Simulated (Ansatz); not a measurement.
KTaO3:

```xyz
5
Lattice="3.9883 0.0000 0.0000 0.0000 3.9883 0.0000 0.0000 0.0000 3.9883" Properties=species:S:1:pos:R:3 pbc="T T T"
Ta    0.0000    0.0000    0.0000
K     1.9942    1.9942    1.9942
O     0.0000    0.0000    1.9942
O     0.0000    1.9942    0.0000
O     1.9942    0.0000    0.0000
```

| Quantity | Value |
| --- | --- |
| Program | Ansatz 0.2.0 |
| Task | relaxation of cell and atoms |
| Functional | BLYP |
| Dispersion | D4 |
| Potentials or basis | Ansatz PAW |
| Cutoff | 420 eV (not typed: the program's choice for these potentials) |
| k mesh | 7 × 7 × 7 |
| Occupations | fermi-dirac, width 0.05 eV |
| Spin | no spin polarisation |

At the start: volume 12.69 Å³/atom.

Question: Where does the relaxation end?

Answer: It ends after 7 steps and the volume is 13.09 Å³/atom (+3.1 %); space group Pm-3m (No. 221, to 0.05 Å).

The path:
```tsv
step	energy change (eV)	largest force (eV/Å)	volume (Å³)
1	0.0000	0.0000	63.44
2	-0.0246	0.0000	65.81
3	-0.0283	0.0000	65.37
4	-0.0284	0.0000	65.35
5	-0.0375	0.0000	65.35
6	-0.0372	0.0000	65.43
7	-0.0374	0.0000	65.43
```

Final structure:
```
CELL_PARAMETERS angstrom
4.02959 0.00000 0.00000
0.00000 4.02959 0.00000
0.00000 0.00000 4.02959
ATOMIC_POSITIONS crystal
Ta 0.00000 0.00000 0.00000
K 0.50000 0.50000 0.50000
O 0.00000 0.00000 0.50000
O 0.00000 0.50000 0.00000
O 0.50000 0.00000 0.00000
```

Caveat: the plane-wave basis is chosen anew once the cell has moved, so the energies of steps on either side of that aren't comparable; the pressure holds a Pulay correction of +0.6 GPa for the finite cutoff; the PAW data sets come from PBE, with cores solved anew for the run's functional, which leaves a small shift of forces and pressure.
